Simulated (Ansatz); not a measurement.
Computed with DFT PBE, scalar-relativistic, plane waves, PAW (Ansatz). All cells share a 420 eV cutoff and Γ-centred k meshes spaced at most about 0.3 Å⁻¹ (about 0.25 or finer for metals, 2π included). No spin polarisation.

Each guess is relaxed in cell and atoms at zero pressure, on a coarse mesh first where it starts far from rest and then on a converged one. The steps can't lower the symmetry of the start, but it can rise. Energies are static (0 K, no zero-point motion).

Two unrelaxed guesses for BiTe₄:

A.

```cif
data_structure
_symmetry_space_group_name_H-M 'P6/mmm'
_symmetry_Int_Tables_number 191
_cell_length_a 5.7169
_cell_length_b 5.7169
_cell_length_c 7.0959
_cell_angle_alpha 90.000
_cell_angle_beta 90.000
_cell_angle_gamma 120.000
_cell_volume 200.85
loop_
_atom_site_label
_atom_site_type_symbol
_atom_site_symmetry_multiplicity
_atom_site_Wyckoff_symbol
_atom_site_fract_x
_atom_site_fract_y
_atom_site_fract_z
_atom_site_occupancy
Bi1 Bi 1 b 0.00000 0.00000 0.50000 1
Te1 Te 3 f 0.50000 0.00000 0.00000 1
Te2 Te 1 a 0.00000 0.00000 0.00000 1
```

B.

```cif
data_structure
_symmetry_space_group_name_H-M 'I4/mmm'
_symmetry_Int_Tables_number 139
_cell_length_a 5.5151
_cell_length_b 5.5151
_cell_length_c 10.4276
_cell_angle_alpha 90.000
_cell_angle_beta 90.000
_cell_angle_gamma 90.000
_cell_volume 317.17
loop_
_atom_site_label
_atom_site_type_symbol
_atom_site_symmetry_multiplicity
_atom_site_Wyckoff_symbol
_atom_site_fract_x
_atom_site_fract_y
_atom_site_fract_z
_atom_site_occupancy
Bi1 Bi 2 a 0.00000 0.00000 0.00000 1
Te1 Te 4 e 0.00000 0.00000 0.24500 1
Te2 Te 4 c 0.00000 0.50000 0.00000 1
```

Question: Do they relax into the same structure? If not, which is lower?

Answer: No. B ends lower, by 0.37 eV/atom. A: P6/mmm at 40.2 Å³/atom → P6/mmm at 43.2 Å³/atom; B: I4/mmm at 31.7 Å³/atom → I4/mmm at 35.3 Å³/atom. Counting Te atoms around Bi (those within 1.25 times the shortest such distance or 1.15 times the sum of covalent radii), the end of A has Bi 2 and the end of B has Bi 6. The end of B holds Te–Te pairs (shortest 2.95 Å); in the end of A the shortest Te–Te distance is 3.24 Å, near bonding range too. End of A. Conventional cell: a = 6.488 Å, c = 5.928 Å. Bi has 2 Te at 2.96 Å; Te on a site of symmetry mmm is surrounded by 6 Te at 3.24 Å; Te on a site of symmetry 6/mmm has 2 Bi at 2.96 Å and 6 Te at 3.24 Å. End of B. Conventional cell: a = 6.135 Å, c = 9.388 Å. Bi is surrounded by 6 Te at 3.07–3.22 Å; around Te on a site of symmetry 4mm lie 1 Te at 2.95 Å, 1 Bi at 3.22 Å and 4 Te at 3.40 Å; around Te on a site of symmetry mmm lie 2 Bi at 3.07 Å and 4 Te at 3.40 Å.

Ends held by symmetry can be saddle points. Even the lowest of the cells shown lies +0.20 eV/atom against the elements. Spin–orbit coupling, which can matter for Bi and Te, is left out. In I4/mmm, P6/mmm an odd number of electrons in the primitive cell allows no gap without spin; a larger cell or a magnetic state could open one. Some types were kept out of the candidates beforehand, so the set may lack a known form.
